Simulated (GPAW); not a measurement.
MnO, 2 atoms in the cell. Symmetry: Fm-3m, No. 225, cubic system. Conventional cell: a = 4.448 Å, b = 4.448 Å, c = 4.448 Å, α = 90.00°, β = 90.00°, γ = 90.00°. Around Mn (site symmetry m-3m) lie 6 O at 2.22 Å. O (site symmetry m-3m) is surrounded by 6 Mn at 2.22 Å. The cell is a database's computed one.

| Property | Result |
| --- | --- |
| Program | GPAW 26.7.0 |
| Task | single point |
| Functional | B3LYP |
| Potentials or basis | GPAW PAW data sets (gpaw-data 1.2.1) |
| Cutoff | 600 eV |
| Basis | pw |
| k mesh | 3 × 3 × 3 |
| Occupations | fermi-dirac, width 0.05 eV |
| Spin | collinear spin, ferromagnetic start |
| Starting moments | [4.0, 0.0] μB |
| Ranks | 4 |
| Maxiter | 60 |

Potentials or basis: GPAW PAW data sets (gpaw-data 1.2.1), pw.

Run with:

```bash
$ OMP_NUM_THREADS=1 mpirun -n 4 gpaw python run.py
```

Hardware: 4 MPI ranks on Arm Neoverse V2, with other jobs on the host.

Q: How long does it take, and how much memory?

A: Run time: 4.2 min on 4 MPI ranks on Arm Neoverse V2, with other jobs on the host, peak memory 0.2 GiB a rank. Counts: scf iterations 17, plane waves 751, bands 17, k points 4.
